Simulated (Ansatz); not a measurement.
**PbS (Pm-3m), two-dimensional strain map**

Computed with Ansatz 0.2.0, DFT LDA, scalar-relativistic, plane waves, PAW. Cutoff 420 eV, Γ-centred 14×14×14 k-points, Gaussian smearing of 0.15 eV. Spin–orbit coupling is left out, which can shift energies with elements as heavy as these. No spin polarisation. Energies are free energies at this smearing, counted from the undisturbed cell; pressure is positive in compression.

The starting cell (as given, not relaxed at this level; it stands at -5.2 GPa; this CsCl-type form isn't the usual structure):

```xyz
2
Lattice="3.6537 0.0000 0.0000 0.0000 3.6537 0.0000 0.0000 0.0000 3.6537" Properties=species:S:1:pos:R:3 pbc="T T T"
Pb    0.0000    0.0000    0.0000
S     1.8268    1.8268    1.8268
```

The cell is strained by p along both x and y and by q along z, fractional coordinates fixed. Points are written (p, q).

Energy above the undisturbed cell in meV/atom (a dash: not computed):

```
 p \ q  -0.080  0.000  0.080
-0.080    99.7   22.5   68.6
 0.000    -7.3    0.0  106.0
 0.080   158.6  223.4      –
```

Pressure in GPa:

| p \ q | -0.080 | 0.000 | 0.080 |
| --- | --- | --- | --- |
| -0.080 | 15.5 | 6.2 | 0.2 |
| 0.000 | -0.3 | -5.2 | -8.0 |
| 0.080 | -7.6 | -10.0 | – |